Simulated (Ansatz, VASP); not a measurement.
**One calculation of Al, two programs**

File INCAR:

```
ALGO = Fast ; EDIFF = 1E-6
ENCUT = 520 ; GGA = PE
ISIF = 2 ; ISMEAR = 0
IVDW = 12 ; LASPH = True
LCHARG = False ; LREAL = False
LWAVE = False ; NBANDS = 14
NELM = 100 ; PREC = Accurate
SIGMA = 0.1
```

File KPOINTS:

```
k-points
0
Gamma
  21 21 6
```

Contents of POSCAR:

```
Al
1.0
    2.8147782361      0.0000000000      0.0000000000
   -1.4073891181      2.4376694585      0.0000000000
    0.0000000000      0.0000000000      9.5190501222
Al
4
Direct
    0.0000000000      0.0000000000      0.0000000000
    0.3333333333      0.6666666667      0.2500000000
    0.0000000000      0.0000000000      0.5000000000
    0.6666666667      0.3333333333      0.7500000000
```

Input for Ansatz:

```yaml
crystal:
  lattice:
    - [2.8147782361, 0.0, 0.0]
    - [-1.4073891181, 2.4376694585, 0.0]
    - [0.0, 0.0, 9.5190501222]
  atoms:
    - { symbol: Al, position: [0.0, 0.0, 0.0] }
    - { symbol: Al, position: [0.3333333333, 0.6666666667, 0.25] }
    - { symbol: Al, position: [0.0, 0.0, 0.5] }
    - { symbol: Al, position: [0.6666666667, 0.3333333333, 0.75] }
basis:
  ecutwfc: 420
kpoints:
  mp_grid: { grid: [21, 21, 6] }
hamiltonian:
  xc: pbe
  dispersion: d3bj
scf:
  occupations: { method: gaussian, width: 0.1 }
output:
  forces: true
  stress: true
  eigenvalues: true
  write_density: true
  write_potential: true
  elf: true
  volumetric_format: npy
```

Change from the starting cell: strain along c alone, the other axes held, atoms relaxed: +3.0 %.

Alike in both runs: task single point; functional PBE; dispersion D3(BJ); k mesh 21 × 21 × 6; occupations gaussian, width 0.1 eV; no spin polarisation.

|  | VASP | Ansatz |
| --- | --- | --- |
| version | VASP 6.6.1 | Ansatz 0.2.0 |
| potentials or method | VASP PAW PBE potentials, release 64 (Al) | scalar-relativistic, plane waves, PAW |
| plane-wave cutoff (eV) | 520 | 420 |
| valence electrons in the cell | 12 | 12 |

|  | VASP | Ansatz | Ansatz less VASP |
| --- | --- | --- | --- |
| gap on the k mesh at the Fermi level (eV) | none | none | - |
| pressure (GPa) | -2.2 | -2.2 | +0.03 |
| largest component of the traceless stress (GPa) | 1.88 | 1.89 | +0.006 |

A gap of «none» marks a metal or a gap that the smearing closes.

Caveats: pairwise dispersion overbinds metals, which lowers pressure and volume.
